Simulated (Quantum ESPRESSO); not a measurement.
## BaS under changes of volume

One of the cells (32.576 Å³/atom); the others are scaled copies at fixed shape and fractional positions:

```xyz
2
Lattice="0.0000 3.1938 3.1938 3.1938 0.0000 3.1938 3.1938 3.1938 0.0000" Properties=species:S:1:pos:R:3 pbc="T T T"
Ba    0.0000    0.0000    0.0000
S     3.1938    3.1938    3.1938
```

- Program: Quantum ESPRESSO 7.5
- Functional: rev-vdW-DF2
- Potentials or basis: PseudoDojo 0.4.1 SR PBE standard
- Cutoff: 707 eV
- Density cutoff: 2830 eV
- k mesh: 7 × 7 × 7
- Occupations: fermi-dirac, width 0.05 eV
- Spin: no spin polarisation

```csv
volume (Å³/atom),energy over the lowest point (meV/atom),pressure (GPa),gap on the mesh (eV)
30.622,20.26,3.4,2.01
31.273,9.07,2.2,2.04
31.925,?,?,?
32.576,0.00,0.1,2.11
33.228,1.21,-0.7,2.14
33.879,5.73,-1.5,2.17
34.531,13.21,-2.2,2.19
```

Question: What does the run at 31.925 Å³/atom give?

Answer: Energy over the lowest point 2.48 meV/atom; pressure 1.1 GPa; gap on the mesh 2.08 eV.

Worked out: A Birch-Murnaghan fit of order 3 (a polynomial in V^(-2/3)) to the other rows has its minimum at 32.68 Å³/atom with B0 = V·E''(V) = 45 GPa and B' = 4.5. It gives 2.47 meV/atom at 31.925 Å³/atom, against the run's 2.48, and -dE/dV = 1.1 GPa, against 1.1. A straight line through the other rows of the gap, of slope 1.54 eV per unit of ln V, gives 2.08 eV, against the run's 2.08.

Energies are extrapolated to zero smearing.

Caveats: the potentials were made for another functional, which shifts forces and pressure; this release of the barium file is off; spin-orbit coupling is left out, which moves the levels of the heavy elements; an odd mesh through Γ misses points on the zone boundary, where band edges often lie.
